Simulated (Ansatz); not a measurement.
**Zone-centre phonons of InP at 9 GPa: input and output**

Method: Ansatz, DFT LDA, scalar-relativistic, plane waves, PAW.

Launched with:
```bash
ansatz run input.yaml --threads 1 --pin off --max-ram 3072MiB --backend cpu --events-out ev --progress --plain --runs-dir out
```

Input (bare energies are in eV):
```yaml
crystal:
  lattice:
    - [0.0, 2.6356352117, 2.6356352117]
    - [2.6356352117, 0.0, 2.6356352117]
    - [2.6356352117, 2.6356352117, 0.0]
  atoms:
    - { symbol: In, position: [0.0, 0.0, 0.0] }
    - { symbol: P, position: [0.5, 0.5, 0.5] }
basis:
  ecutwfc: 420
kpoints:
  mp_grid: { grid: [14, 14, 14] }
hamiltonian:
  xc: lda
scf:
  occupations: { method: fermi_dirac, width: 0.15 }
output:
  eigenvalues: true
phonons:
  method: dfpt
  eigenvectors: true
```

Results section of the output:
```
--- Phonons (Γ-DFPT): 2 representative perturbations + reference, on 244 of 2744 k-points (Σ response iterations 6) ---
  k mesh reduced under 8 symmetry operations, with k and −k counted as one. Each operation leaves every solved perturbation unchanged. A smaller set is not used because it would not reduce the number of displacements ...
  ASR residual: 2.716e-5 → 0.000e0 eV/Å²; symmetrization residual: 9.139e-6 eV/Å²
  ASR residual per site (eV/Å²): 2.72e-5 2.70e-5
  Γ frequencies (cm⁻¹): 0.00 0.00 0.00 224.31 224.31 224.31
  non-analytic LO–TO correction: not included (Born effective charges unavailable; polar crystals: no LO–TO splitting at Γ)
```

The run took 62 s on 1 thread of Intel(R) Xeon(R) Processor @ 2.50GHz (Skylake/Cascade Lake), with other jobs on the host, peak memory 0.68 GiB.

In a metal, frequencies and elastic constants depend on the k mesh and the smearing, soft modes and shear constants most. Other phases may be more stable at this pressure.

This rock-salt form isn't the usual stable structure of the compound at low pressure.